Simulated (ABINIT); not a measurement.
**Cu: single point with PBE**

Cu:

```xyz
2
Lattice="1.2185 -3.9764 0.0000 1.2185 3.9764 0.0000 0.0000 0.0000 2.4755" Properties=species:S:1:pos:R:3 pbc="T T T"
Cu    1.2185   -2.9118    1.8566
Cu    1.2185    2.9118    0.6189
```

This isn't the form of Cu at room conditions, which is fcc.

```yaml
Program: ABINIT 10.8.3 (patched build)
Task: single point
Functional: PBE
Potentials_or_basis: JTH PAW PBE v2.0
Cutoff: 707 eV
k_mesh: 11 × 11 × 11
Occupations: fermi-dirac, width 0.05 eV
Spin: no spin polarisation
Fine-grid_cutoff: 1306.15 eV
```

The pressure is 6.5 GPa, the largest force is 0.045 eV/Å and the band gap on the k mesh is none (metal or under the smearing width). The valence electrons inside the program's atomic spheres are Cu 17.39 (radii [1.0588] Å).

Forces on the atoms (eV/Å):
```
Cu   0.000 -0.045  0.000
Cu   0.000  0.045  0.000
```

Stress tensor (GPa, compression positive):
```
6.51 0.00 0.00
0.00 6.05 0.00
0.00 0.00 7.01
```

Levels at points of the mesh, in eV from the Fermi level:
```csv
k point,band 16,band 17,band 18,band 19,band 20,band 21,band 22,band 23
"(0.00, 0.00, 0.00)",-2.01,-1.81,-1.67,-1.42,-0.13,4.80,14.74,18.39
```

Run time: 4.2 min on 1 thread of Arm Neoverse V1, on a shared host, peak memory 0.24 GiB.
